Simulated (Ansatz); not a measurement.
Isomers of C4H6, relaxed with PBE0-D4/def2-TZVP in Ansatz; electronic energies, one conformer each and not always the lowest. Functionals use def2-TZVPP; CBS adds triple-zeta CCSD(T) − MP2 to the MP2 limit of def2-TZVPP and def2-QZVPP.

(1) Order them by energy at frozen-core CCSD(T)/CBS, lowest first. (Best estimate.)
A. `C1=CCC1`
B. `CC#CC`
C. `C1[C@H]2C[C@@H]12`
D. `C=C1CC1`
E. `C=C=CC`
F. `CC1C=C1`
G. `C=CC=C`

(2) How do PBE0-D4, ωB97M-V, r2SCAN-D4, B2PLYP place them (kJ/mol, against `C=CC=C`)? (Estimate.)

## Answers

(1) G (0.0 kJ/mol), B (36.8 kJ/mol), A (47.6 kJ/mol), E (53.6 kJ/mol), D (83.1 kJ/mol), C (112.0 kJ/mol), F (144.2 kJ/mol).

(2) The calculation gave: 
| isomer | PBE0-D4 | ωB97M-V | r2SCAN-D4 | B2PLYP |
| --- | --- | --- | --- | --- |
| `CC#CC` | 35.7 | 32.6 | 39.7 | 32.3 |
| `C=C1CC1` | 62.3 | 70.2 | 71.9 | 83.4 |
| `C=C=CC` | 45.1 | 44.8 | 45.6 | 49.6 |
| `C1=CCC1` | 34.7 | 40.7 | 51.4 | 56.6 |
| `CC1C=C1` | 131.4 | 135.3 | 142.5 | 149.3 |
| `C1[C@H]2C[C@@H]12` | 84.0 | 97.6 | 100.2 | 119.9 |
